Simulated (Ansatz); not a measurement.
# TiO2 (Pbcn) in Ansatz: further runs

One crystal, TiO2, is run at these levels: PBEsol+U, r2SCAN; tasks: band structure.

Program: Ansatz 0.2.0. These are calculated values, not measurements. Logs are shortened: lines on timing, memory, paths and dates and some standing lists are left out, and cuts for length are marked.

**1. The crystal as given**

Symmetry: Pbcn, No. 60, orthorhombic system. Conventional cell: a = 4.545 Å, b = 5.520 Å, c = 4.909 Å, α = 90.00°, β = 90.00°, γ = 90.00°. Around Ti (site symmetry 2) lie 6 O at 1.88 to 2.09 Å. O (site symmetry 1) is surrounded by 3 Ti at 1.88 to 2.09 Å.

Measurements of this composition are mostly on another form, of space group No. 141.

**2. Band structure, PBEsol+U**

The input, input.yaml:

```yaml
crystal:
  lattice:
    - [4.54534955, 0.0, 0.0]
    - [0.0, 5.51961944, 0.0]
    - [0.0, 0.0, 4.90919686]
  atoms:
    - { symbol: Ti, position: [0.0, 0.17299093, 0.75] }
    - { symbol: Ti, position: [0.5, 0.32700907, 0.25] }
    - { symbol: Ti, position: [0.0, 0.82700907, 0.25] }
    - { symbol: Ti, position: [0.5, 0.67299093, 0.75] }
    - { symbol: O, position: [0.27145062, 0.38172464, 0.91864908] }
    - { symbol: O, position: [0.77145062, 0.11827536, 0.08135092] }
    - { symbol: O, position: [0.22854938, 0.11827536, 0.41864908] }
    - { symbol: O, position: [0.72854938, 0.38172464, 0.58135092] }
    - { symbol: O, position: [0.27145062, 0.61827536, 0.41864908] }
    - { symbol: O, position: [0.77145062, 0.88172464, 0.58135092] }
    - { symbol: O, position: [0.22854938, 0.88172464, 0.91864908] }
    - { symbol: O, position: [0.72854938, 0.61827536, 0.08135092] }
hamiltonian:
  xc: pbesol
  pseudopotentials: { kind: paw }
  hubbard: { sites: [{ species: Ti, l: d, u_eff: 3.0 }] }
kpoints:
  mp_grid: { grid: [6, 5, 6] }
  band_path:
    path:
      - [[0.0, 0.0, 0.0], [-0.5, 0.0, 0.0], [-0.5, 0.0, -0.5], [0.0, 0.0, -0.5], [0.0, 0.0, 0.0], [0.0, -0.5, 0.0], [-0.5, -0.5, 0.0], [-0.5, -0.5, -0.5], [0.0, -0.5, -0.5], [0.0, -0.5, 0.0]]
      - [[0.0, 0.0, -0.5], [0.0, -0.5, -0.5]]
      - [[-0.5, -0.5, 0.0], [-0.5, 0.0, 0.0]]
      - [[-0.5, 0.0, -0.5], [-0.5, -0.5, -0.5]]
    npoints: 10
scf:
  occupations: { method: fermi_dirac, width: 0.05 }
  n_extra_bands: 30
output:
  forces: true
  stress: true
  eigenvalues: true
  fatbands: true
```

Potentials or basis: Ansatz PAW.

On the command line:

```console
> ansatz run input.yaml --threads 4 --pin off --max-ram 11264MiB --backend cpu --events-out ev --progress --plain --runs-dir out
```

Output:

```text
Warning: RAYON_NUM_THREADS=4 ignored (pool sized by the plan → 4); use --threads N
Ti: projections on atomic orbitals take those of the free atom [Ne] 3s2 3p6 3d2 4s2, of charge +0.00 (hamiltonian.pseudopotentials.projection_atoms); the dataset's partial waves leave at most 4.1e-7 of an orbital's norm unspanned inside its sphere
O: projections on atomic orbitals take those of the free atom [He] 2s2 2p4, of charge +0.00 (hamiltonian.pseudopotentials.projection_atoms); the dataset's partial waves leave at most 1.9e-8 of an orbital's norm unspanned inside its sphere
scf.n_extra_bands = 30 over 48 filled bands (N_el = 96.0): the run solves 78 bands
Engine: ansatz 0.2.0, aarch64-unknown-linux-gnu
Pseudopotentials: kind: paw
Pseudopotential: Ti, paw, valence charge 12, recommended cutoff 420 eV (normal), Ti.paw.azcp
Pseudopotential: O, paw, valence charge 6, recommended cutoff 420 eV (normal), O.paw.azcp
Functional definition: PBEsol
  exchange = pbesol_x
  correlation = pbesol_c
Crystal: 12 atoms, lattice volume = 123.165 Å³
Basis set: ecut = 420 eV, 2417 PW (Γ), exchange–correlation on 64×80×72 points (8 copies of the dense FFT grid, shifted against one another)
Bands: 78, of which v1, the nominal top of the filled ones, is band 48 counted from 1 (47 counted from 0)
Symmetry: 8 space group operations
Space group: Pbcn (ITA 60), of the structure as read, at distance tolerance 5.0e-5 Å
k-points: 48 of 180
Non-local potential: Ti, projectors of the file, l = 0: 3, l = 1: 2, l = 2: 3, l = 3: 1
Non-local potential: O, projectors of the file, l = 0: 2, l = 1: 2, l = 2: 1
PAW form: soft (Blöchl's): semilocal exchange-correlation on the pseudo side does not see the compensation charge
PAW frozen core: Ti, regenerated for the run's functional, and the local potential with it (the file was generated under x = pbe(κ = 0.804, μ = 0.2195149727645171), c = pbe(β = 0.06672455060314922))
PAW frozen core: O, regenerated for the run's functional, and the local potential with it (the file was generated under x = pbe(κ = 0.804, μ = 0.2195149727645171), c = pbe(β = 0.06672455060314922))
PAW one-centre angular grid: Ti, 590 points (default); XC on 64 Gauss nodes
PAW one-centre angular grid: O, 110 points (default); XC on 64 Gauss nodes
Initial density: superposition of atomic densities (chi_scale 0.1, normalization cell, long waves of neutral atoms under a Hubbard term (reshape's long-wave potential 0.00 eV rms, cloud 2.26 Å wide))
Initial wavefunctions: pseudopotential atomic-orbital guess
Functional: x = pbesol(κ = 0.804, μ = 0.12345679012345678), c = pbesol(β = 0.046)
SCF iter   1: F=—  HF=-14389.851040 eV  |F-HF|=—  |Δ(HF+E_count)|=         —  Δρ=7.67e-2  dr2=7.17e0  ethr=3.10e-3  ⟨swp⟩=5.0  Hψ=13749  notcnv=0  defer=319
preconditioner: auto → Resta (q_TF=auto, 2.617 Å⁻¹)  ε∞=4.6  [insulator: Δε(μ)=3.465 eV  Ē_g=14.149 eV  σ=0.050 eV  W_gap=1.00  n_scr=34 (ndim 8)  ℏωp=26.8 eV  f_vac=0.000  D(μ)=0.00/eV (n_scr^D=0)  ε∞_Penn≈4.6]
SCF iter   2: F=—  HF=-14389.293145 eV  |F-HF|=—  |Δ(HF+E_count)|=   5.58e-1  Δρ=5.09e-2  dr2=2.00e0  ethr=3.10e-3  ⟨swp⟩=2.0  Hψ=5996  notcnv=0  defer=1154
SCF iter   3: F=—  HF=-14389.123130 eV  |F-HF|=—  |Δ(HF+E_count)|=   1.70e-1  Δρ=2.32e-2  dr2=4.91e-1  ethr=2.08e-3  ⟨swp⟩=2.1  Hψ=4032  notcnv=0  defer=1154
SCF iter   4: F=—  HF=-14389.163619 eV  |F-HF|=—  |Δ(HF+E_count)|=   4.05e-2  Δρ=7.33e-3  dr2=6.01e-2  ethr=5.12e-4  ⟨swp⟩=2.1  Hψ=3906  notcnv=0  defer=1152
SCF iter   5: F=—  HF=-14389.170058 eV  |F-HF|=—  |Δ(HF+E_count)|=   6.44e-3  Δρ=1.48e-3  dr2=3.72e-3  ethr=6.26e-5  ⟨swp⟩=2.8  Hψ=4376  notcnv=0  defer=1152
SCF iter   6: F=—  HF=-14389.171462 eV  |F-HF|=—  |Δ(HF+E_count)|=   1.40e-3  Δρ=2.98e-4  dr2=1.16e-4  ethr=3.88e-6  ⟨swp⟩=2.0  Hψ=3900  notcnv=0  defer=1152
SCF iter   7: F=—  HF=-14389.171513 eV  |F-HF|=—  |Δ(HF+E_count)|=   5.15e-5  Δρ=5.22e-5  dr2=3.89e-6  ethr=1.21e-7  ⟨swp⟩=2.0  Hψ=3719  notcnv=0  defer=1152
SCF iter   8: F=—  HF=-14389.171517 eV  |F-HF|=—  |Δ(HF+E_count)|=   3.72e-6  Δρ=1.81e-5  dr2=3.99e-7  ethr=4.06e-9  ⟨swp⟩=2.0  Hψ=4829  notcnv=0  defer=1152
SCF iter   9: F=-14389.171517 eV  HF=-14389.171517 eV  |F-HF|=5.44e-10  |Δ(HF+E_count)|=   2.78e-8  Δρ=2.04e-6  dr2=4.67e-9  ethr=1.04e-10  ⟨swp⟩=11.3  Hψ=18065  notcnv=0
SCF 1 converged in 9 iterations: F = -14389.171517 eV  dr2 = 4.67e-9
NSCF: frozen V_eff on 124 k-points
SCF converged after 9 iterations
Free energy (F): -14389.171517 eV
Harris-Foulkes:  -14389.171517 eV  (|F-HF|=5.44e-10)
Internal energy: -14389.171517 eV  (E = F + TS)
E sigma→0 (E₀):  -14389.171517 eV
Fermi energy:    10.530276 eV
--- Per-component energies (eV) ---
  E_band       = -762.189308
  E_kinetic    = 2486.603982
  E_local      = -5967.800013  (includes V_loc(G=0)·N_el)
  E_nonlocal   = 396.926376
  E_hartree    = 2250.978476
  E_xc         = -974.495326
  E_vxc        = -1240.453926  (∫ρ·V_xc dr)
  E_hubbard    = 9.870012  (on-site DFT+U / exact-exchange correction)
  E_vhub       = 6.858755  (the Hubbard potential's part of the band-sum identity)
  E_paw        = -5295.433788  (= ΣΔE_a)
  E_vpaw       = -946.302465  (= ΣTr[D̂ρ^β])
  E_aug_tail   = 0.020110  (compensation charges beyond the density's cutoff)
  E_ewald      = -7296.681186
  E_core_change = 0.839841  (= ΣΔE_core)
  E_smearing   = -0.000000  (= −TS)
  E_closure    = 0.000000  (closes the sum)
  Σ components = -14389.171517   (vs F -14389.171517, Δ=0.00e0)
--- Forces (eV/Å), atoms counted from 1 ---
  atom   1  Ti    -0.00000000    -0.12181545     0.00000000
  atom   2  Ti     0.00000000     0.12181545    -0.00000000
  atom   3  Ti    -0.00000000     0.12181545    -0.00000000
  atom   4  Ti     0.00000000    -0.12181545     0.00000000
  atom   5  O      0.08345887     0.09376943     0.01872882
  atom   6  O      0.08345887    -0.09376943    -0.01872882
  atom   7  O     -0.08345887    -0.09376943     0.01872882
  atom   8  O     -0.08345887     0.09376943    -0.01872882
  atom   9  O      0.08345887    -0.09376943     0.01872882
  atom  10  O      0.08345887     0.09376943    -0.01872882
  atom  11  O     -0.08345887     0.09376943     0.01872882
  atom  12  O     -0.08345887    -0.09376943    -0.01872882
  max |Σ_I F_I| component: 1.39e-17 eV/Å
--- Stress (GPa, compression-positive) ---
       -0.157932       0.000000       0.000000
        0.000000      -0.859893       0.000000
        0.000000       0.000000      -0.123198
  P = ⅓ Tr σ = -0.3803 GPa (-3.803 kbar)
--- Band table (eV; the first three rows and the last of 48) ---
  k-point 0: bands = ["-47.8010", "-47.7789", "-47.7697", "-47.7640", "-24.3212", "-24.2447", "-24.2032", "-24.1671", "-24.1495", "-24.1353", "-24.1275", "-24.0853", "-24.0544", "-24.0385", "-24.0258", "-24.0187", "-8.7301", "-7.3741", "-7.2926", "-7.0771", "-7.0234", "-6.9663", "-6.8765", "-6.7609", "4.0399", "4.2295", "4.6698", "4.7082", "5.1141", "5.1405", "5.3125", "5.6600", "5.9162", "5.9639", "6.5062", "6.5102", "6.7613", "6.8062", "6.8427", "7.2872", "7.4440", "7.5249", "8.1959", "8.5706", "8.5942", "8.6962", "9.0834", "9.1134", "12.0826", "12.0861", "12.1936", "12.2061", "12.2548", "12.6992", "12.8394", "12.9171", "13.2299", "13.3252", "13.6590", "13.8753", "14.2998", "14.7497", "15.0218", "15.5159", "15.6226", "15.7695", "16.0436", "16.4593", "16.9620", "21.1454", "21.8448", "21.9578", "22.2931", "22.5949", "23.3472", "24.5824", "24.7667", "24.9413"]
  k-point 1: bands = ["-47.7986", "-47.7781", "-47.7702", "-47.7664", "-24.3044", "-24.2603", "-24.2128", "-24.1926", "-24.1281", "-24.1162", "-24.1085", "-24.0804", "-24.0574", "-24.0492", "-24.0406", "-24.0225", "-8.6307", "-7.3981", "-7.3049", "-7.1564", "-6.9494", "-6.9493", "-6.9381", "-6.7870", "4.1268", "4.4673", "4.6351", "4.6792", "4.7392", "5.2183", "5.4188", "5.5292", "5.9048", "6.0105", "6.3857", "6.6940", "6.7778", "6.9853", "7.0087", "7.0094", "7.4035", "7.8768", "8.0573", "8.2737", "8.4785", "8.7206", "8.9774", "9.0735", "12.1649", "12.1821", "12.1861", "12.2329", "12.3342", "12.6372", "12.8778", "12.9432", "13.3107", "13.3843", "13.6143", "13.9074", "14.3072", "14.5178", "14.7964", "15.7176", "15.7700", "15.7950", "15.9180", "16.3888", "17.2659", "21.2907", "21.5231", "21.8110", "22.2500", "23.1029", "23.1313", "24.0220", "25.1021", "25.1723"]
  k-point 2: bands = ["-47.7920", "-47.7762", "-47.7732", "-47.7717", "-24.2802", "-24.2587", "-24.2568", "-24.1674", "-24.1385", "-24.0870", "-24.0815", "-24.0787", "-24.0677", "-24.0650", "-24.0628", "-24.0324", "-8.3537", "-7.5858", "-7.3167", "-7.2421", "-7.0134", "-6.8868", "-6.8819", "-6.8588", "4.2459", "4.2831", "4.7263", "4.8092", "5.0267", "5.1256", "5.3510", "5.5449", "5.7951", "6.1643", "6.3276", "6.4531", "6.8340", "6.9630", "7.1581", "7.2091", "7.3227", "7.5841", "7.9751", "8.2723", "8.3408", "8.7983", "8.8348", "8.9431", "12.0634", "12.0970", "12.3457", "12.3479", "12.6747", "12.7951", "12.8236", "13.1082", "13.3668", "13.4110", "13.5019", "13.8532", "14.2503", "14.4236", "14.4755", "15.3549", "15.8719", "16.0687", "16.1179", "16.2100", "18.1039", "20.3268", "21.5746", "22.0185", "22.4767", "22.8623", "23.4422", "23.9060", "24.6428", "25.0558"]
  k-point 47: bands = ["-47.7765", "-47.7765", "-47.7765", "-47.7765", "-24.2694", "-24.2694", "-24.2694", "-24.2694", "-24.0829", "-24.0829", "-24.0829", "-24.0829", "-24.0443", "-24.0443", "-24.0443", "-24.0443", "-7.5421", "-7.5421", "-7.5421", "-7.5421", "-7.0074", "-7.0074", "-7.0074", "-7.0074", "4.5740", "4.5740", "4.5740", "4.5740", "5.1537", "5.1537", "5.1537", "5.1537", "6.3072", "6.3072", "6.3072", "6.3072", "7.2555", "7.2555", "7.2555", "7.2555", "7.8354", "7.8354", "7.8354", "7.8354", "8.3270", "8.3270", "8.3270", "8.3270", "12.3449", "12.3449", "12.3449", "12.3449", "12.8205", "12.8205", "12.8205", "12.8205", "13.2272", "13.2272", "13.2272", "13.2272", "14.8455", "14.8455", "14.8455", "14.8455", "16.0148", "16.0148", "16.0148", "16.0148", "20.9245", "20.9245", "20.9245", "20.9245", "22.9512", "22.9512", "22.9512", "22.9512", "24.9586", "24.9586"]
Occupation matrices written to <dir>
```

Run time: 22 s. Hardware: 4 threads of Arm Neoverse V2, shared host; peak memory 1.3 GiB.

What came out:

| Quantity | Value |
| --- | --- |
| Free energy | -14389.1715 eV |
| Pressure | -0.4 GPa |
| Largest force | 0.127 eV/Å |
| Band gap on the k mesh | 2.88 eV, indirect (least direct gap 2.97 eV) |
| Band gap along the path | 2.88 eV, indirect (least direct gap 2.96 eV) |

Forces on the atoms (eV/Å):
```
Ti   0.000 -0.122  0.000
Ti   0.000  0.122  0.000
Ti   0.000  0.122  0.000
Ti   0.000 -0.122  0.000
O    0.083  0.094  0.019
O    0.083 -0.094 -0.019
O   -0.083 -0.094  0.019
O   -0.083  0.094 -0.019
O    0.083 -0.094  0.019
O    0.083  0.094 -0.019
O   -0.083  0.094  0.019
O   -0.083 -0.094 -0.019
```

Stress tensor (GPa, compression positive):
```
-0.16  0.00  0.00
 0.00 -0.86  0.00
 0.00  0.00 -0.12
```

Levels at the corners of the path, in eV from the valence-band top:
| point | band 45 | band 46 | band 47 | band 48 | band 49 | band 50 | band 51 | band 52 |
| --- | --- | --- | --- | --- | --- | --- | --- | --- |
| Γ | -0.52 | -0.42 | -0.03 | 0.00 | 2.97 | 2.97 | 3.08 | 3.09 |
| X | -0.46 | -0.46 | -0.24 | -0.24 | 3.35 | 3.35 | 3.53 | 3.53 |
| S | -0.51 | -0.51 | -0.51 | -0.51 | 3.24 | 3.24 | 3.24 | 3.24 |
| Y | -0.41 | -0.41 | -0.32 | -0.32 | 2.88 | 2.88 | 3.33 | 3.33 |
| Γ | -0.52 | -0.42 | -0.03 | 0.00 | 2.97 | 2.97 | 3.08 | 3.09 |
| Z | -1.22 | -1.22 | -0.15 | -0.15 | 3.07 | 3.07 | 3.49 | 3.49 |
| U | -0.56 | -0.56 | -0.36 | -0.36 | 3.22 | 3.22 | 3.28 | 3.28 |
| R | -0.81 | -0.81 | -0.81 | -0.81 | 3.23 | 3.23 | 3.23 | 3.23 |
| T | -0.45 | -0.45 | -0.45 | -0.45 | 3.19 | 3.19 | 3.19 | 3.19 |
| Z | -1.22 | -1.22 | -0.15 | -0.15 | 3.07 | 3.07 | 3.49 | 3.49 |
| Y | -0.41 | -0.41 | -0.32 | -0.32 | 2.88 | 2.88 | 3.33 | 3.33 |
| T | -0.45 | -0.45 | -0.45 | -0.45 | 3.19 | 3.19 | 3.19 | 3.19 |
| U | -0.56 | -0.56 | -0.36 | -0.36 | 3.22 | 3.22 | 3.28 | 3.28 |
| X | -0.46 | -0.46 | -0.24 | -0.24 | 3.35 | 3.35 | 3.53 | 3.53 |
| S | -0.51 | -0.51 | -0.51 | -0.51 | 3.24 | 3.24 | 3.24 | 3.24 |
| R | -0.81 | -0.81 | -0.81 | -0.81 | 3.23 | 3.23 | 3.23 | 3.23 |

Eigenvalues of the final occupation matrices:
```csv
site,spin,trace,eigenvalues
site 1,1,1.07,0.15 0.16 0.18 0.29 0.30
site 2,1,1.07,0.15 0.16 0.18 0.29 0.30
site 3,1,1.07,0.15 0.16 0.18 0.29 0.30
site 4,1,1.07,0.15 0.16 0.18 0.29 0.30
```

Caveat: the pressure holds a Pulay correction of +0.8 GPa for the finite cutoff; the PAW data sets come from PBE, with cores solved anew for the run's functional, which leaves a small shift of forces and pressure.

(Continued in part 2 of 2.)
